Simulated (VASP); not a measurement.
Set up this calculation in VASP 6.6.1, as the native input.

| Quantity | Value |
| --- | --- |
| Task | single point |
| Functional | PBEsol |
| Potentials or basis | VASP PAW PBE potentials, release 64 (Ti_sv, Al) |
| Cutoff | 520 eV |
| k mesh | 7 × 7 × 7 |
| Occupations | fermi-dirac, width 0.05 eV |
| Spin | no spin polarisation |
| Ladder | free |
| Further INCAR settings | ALGO = Normal; EDIFF = 1e-07; NBANDS = 18 |

The structure of TiAl3 lies in POSCAR:

```
TiAl3
1.0
    3.9556712500      0.0000000000      0.0000000000
    0.0000000000      3.9556712500      0.0000000000
    0.0000000000      0.0000000000      3.9556712500
Ti Al
1 3
Direct
    0.0000000000      0.0000000000      0.0000000000
    0.0000000000      0.5000000000      0.5000000000
    0.5000000000      0.0000000000      0.5000000000
    0.5000000000      0.5000000000      0.0000000000
```

The cell comes from a database or a generator and needn't be the stable form of this composition.

These files were run (other wordings do the same):

INCAR

```
ALGO     = Normal         # electronic algorithm
EDIFF    = 1E-7           # SCF threshold, eV
ENCUT    = 520            # plane-wave cutoff, eV
GGA      = PS             # functional
ISIF     = 2              # what is computed and relaxed
ISMEAR   = -1             # smearing method
LASPH    = T              # aspherical terms in the spheres
LCHARG   = T              # write CHGCAR
LELF     = T              # ELF
LREAL    = F              # projectors in reciprocal space
LVHAR    = T            
LWAVE    = F              # write WAVECAR
NBANDS   = 18             # bands
NELM     = 80             # most SCF steps
PREC     = Accurate       # precision mode
SIGMA    = 0.05           # smearing width, eV
```

KPOINTS

```
k-points
0
Gamma
  7 7 7
```

Potentials or basis: VASP PAW PBE potentials, release 64 (Ti_sv, Al).

Command:

```console
$ cat potpaw_PBE.64/Ti_sv/POTCAR potpaw_PBE.64/Al/POTCAR > POTCAR
$ mpirun -np 1 vasp_std > vasp.out
```

Results of the run:

The pressure is -0.5 GPa and the band gap on the k mesh is none (metal or under the smearing width).

Caveat: the PAW data sets were made with another functional, which shifts forces and pressure a little.

Run time: 26 s on 1 thread of Intel(R) Xeon(R) Platinum 8259CL CPU @ 2.50GHz (Skylake/Cascade Lake), on a shared host, peak memory 0.17 GiB.
